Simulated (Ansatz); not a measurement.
Start of a relaxation of BP:

```xyz
2
Lattice="1.6735 -1.7464 0.0000 1.6735 1.7464 0.0000 0.0000 0.0000 4.5469" Properties=species:S:1:pos:R:3 pbc="T T T"
B     0.0000    0.0000    2.2735
P     1.6735    0.0000    2.2735
```

Level of theory: DFT PBE, scalar-relativistic, plane waves, PAW (Ansatz 0.2.0). Cutoff 420 eV, Gaussian smearing, Γ-centred meshes. Cell and atoms relax first on a coarse mesh and then on a finer one. In between, the cell is made exact in the group found at 0.06 Å. In metals the finer mesh still leaves noise of several meV/atom or more. The steps can't lower the symmetry of their start. No spin polarisation.

A guess keeps its type if space group and coordination stay and the shape of the cell changes little (axis ratios within about 15 %, angles within 6°); the volume may change.

**Question.** Does this structure survive the relaxation?

**Answer.** It doesn't keep its type. The symmetry goes from Cmmm (No. 65) to P4/mmm (No. 123). The volume per atom shrinks by 21.4 %, from 13.3 to 10.4 Å³. The shortest distance goes from 1.67 Å (B–P) to 2.09 Å (B–P). Counting neighbours within 15 % of an atom's shortest distance, the start has B 4, P 4 and the end B 6, P 6. In detail, at the end B is surrounded by 4 P at 2.09 Å and 2 B at 2.40 Å; P has 4 B at 2.09 Å and 2 P at 2.40 Å.

Space group P4/mmm (No. 123). a = 2.951 Å, b = 2.951 Å, c = 2.397 Å, α = 90.00°, β = 90.00°, γ = 90.00°
| atom | site | symmetry | x | y | z |
| --- | --- | --- | --- | --- | --- |
| B | 1b | 4/mmm | 0.0000 | 0.0000 | 0.5000 |
| P | 1d | 4/mmm | 0.5000 | 0.5000 | 0.5000 |

Energies over the elements count from the elements' standard structures at the same level, with no fitted energy shifts. The references include black phosphorus.

**Question.** At what energy does it end?

**Answer.** +0.71 eV/atom. It can't be a ground state, since the elements alone are lower.

The last run used an 18×18×22 mesh (in the run's order of axes) for its 2-atom cell and Gaussian smearing of 0.10 eV. The reference form of P is held partly by dispersion forces, which this level lacks. A structure relaxed within its symmetry needn't be a true minimum. Another cell of BP relaxed alike, in F-43m (a cell as deposited in COD), lies 1.14 eV/atom lower, so this cell isn't the stable form at this level.
